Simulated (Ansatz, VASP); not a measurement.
**One calculation of MgO, two programs**

```
CELL_PARAMETERS angstrom
4.17579 0.00000 0.00000
0.00000 4.17579 0.00000
0.00000 0.00000 4.17579
ATOMIC_POSITIONS crystal
Mg 0.84400 0.84400 0.84400
Mg 0.65600 0.15600 0.34400
Mg 0.34400 0.65600 0.15600
Mg 0.15600 0.34400 0.65600
O 0.15000 0.15000 0.15000
O 0.35000 0.85000 0.65000
O 0.65000 0.35000 0.85000
O 0.85000 0.65000 0.35000
```

Alike in both runs: task single point; functional PBE; k mesh 4 × 4 × 4; occupations gaussian, width 0.1 eV; no spin polarisation.

|  | VASP | Ansatz |
| --- | --- | --- |
| version | VASP 6.6.1 | Ansatz 0.2.0 |
| potentials or method | VASP PAW PBE potentials, release 64 (Mg, O) | scalar-relativistic, plane waves, PAW |
| plane-wave cutoff (eV) | 520 | 420 |
| valence electrons in the cell | 32 | 64 |

Ansatz gave:

* gap on the k mesh at the Fermi level (eV): 1.86
* least direct gap on the mesh (eV): 2.60
* pressure (GPa): 11.7
* rms of the force components (eV/Å): 0.948

Problem. Which values does VASP return?

Solution. gap on the k mesh at the Fermi level (eV): 1.85; least direct gap on the mesh (eV): 2.59; pressure (GPa): 11.1; rms of the force components (eV/Å): 0.949.

Atom by atom the forces differ by 0.005 eV/Å (rms over components). The two sets of potentials don't hold the same shells in valence.

Caveats: forces of over 1 eV/Å show positions far from the minimum, so gaps and moduli don't describe the material at rest. A k mesh can miss the band edges. Expect the measured gap to be larger: semilocal functionals such as PBE lack the derivative discontinuity.
